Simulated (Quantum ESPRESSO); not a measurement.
# HgTe (Coloradoite): phonon spectrum and thermodynamics under several settings

```xyz
2
Lattice="0.0000 3.2145 3.2145 3.2145 0.0000 3.2145 3.2145 3.2145 0.0000" Properties=species:S:1:pos:R:3 pbc="T T T"
Hg    0.0000    0.0000    0.0000
Te    4.8217    4.8217    4.8217
```

All runs used Quantum ESPRESSO 7.5; potentials GBRV 1.5 PBE; relaxed cell; no spin polarisation; cutoff 612 eV; occupations methfessel-paxton, width 0.272 eV.

```csv
level,k mesh (s: shifted),volume (Å³/atom),q mesh,highest frequency (cm⁻¹),zero-point energy (meV/atom),entropy at room temperature (k_B/atom)
PBE,3 × 3 × 3,?,3 × 3 × 3,?,?,?
PBE,4 × 4 × 4,37.40,4 × 4 × 4,127,14.0,6.75
```

Q: What stands in the row left open?

A: Volume 38.29 Å³/atom; highest frequency 120 cm⁻¹; zero-point energy 13.0 meV/atom; entropy at room temperature 6.97 k_B/atom.

Caveats: all runs use coarse meshes; the mesh is thin for the phonons of a metal; λ from interpolated matrix elements is rough: modes that symmetry makes equal can differ by tens of percent; the volume moved by over 15 % at a fixed basis, so the end points are rough (some runs).

For the row left open. Caveat: the k mesh is coarse (spacing up to 0.56 Å⁻¹), so the values aren't converged; the mesh is thin for the phonons of a metal; the volume moved by over 15 % at a fixed basis, so the end points are rough; λ from interpolated matrix elements is rough: modes that symmetry makes equal can differ by tens of percent.
